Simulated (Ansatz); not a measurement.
**What holes 2.0×10^21 cm⁻³ does to CsPbI3**

Take CsPbI$_{3}$ in the cubic perovskite structure (space group Pm-3m, No. 221; a = 6.390 Å) as the base.

The change: 0.522 holes added to each cell, a density of 2.0×10^21 cm⁻³, with a uniform compensating background at fixed cell and a 300 K Fermi–Dirac width.

All numbers come from PBE (Ansatz, a first-principles code, PAW, no spin-orbit coupling). Γ-centred 8×8×8 mesh, Fermi–Dirac width 0.0259 eV.

The gap between the host's bands goes up by 0.02 eV (1.48 eV → 1.50 eV) and the gap character is still direct at R. The Fermi level relative to the doped band's edge (positive inside the band; to 0.05 eV) is +0.65 eV.

Final structure:

```xyz
5
Lattice="6.3905 0.0000 0.0000 0.0000 6.3905 0.0000 0.0000 0.0000 6.3905" Properties=species:S:1:pos:R:3 pbc="T T T"
Cs     0.0000     0.0000     0.0000
Pb     3.1952     3.1952     3.1952
I      0.0000     3.1952     3.1952
I      3.1952     3.1952     0.0000
I      3.1952     0.0000     3.1952
```
Cell charge +0.52195.

Cost of the whole job for the changed cell (relaxation, final SCF and bands): around 60 core-seconds (rough).

Charged cell with a jellium background: band edges are those of the host's band count, energies are not comparable with the neutral cell, and many-body gap narrowing is missing. Spin-orbit coupling, missing from the scalar runs, can matter with I and Pb. Stability against distortions was not tested. Many cubic perovskites are stable only at high temperature; tilts and polar distortions were not tested. This is not the structure that CsPbI3 has at room temperature and ambient pressure.
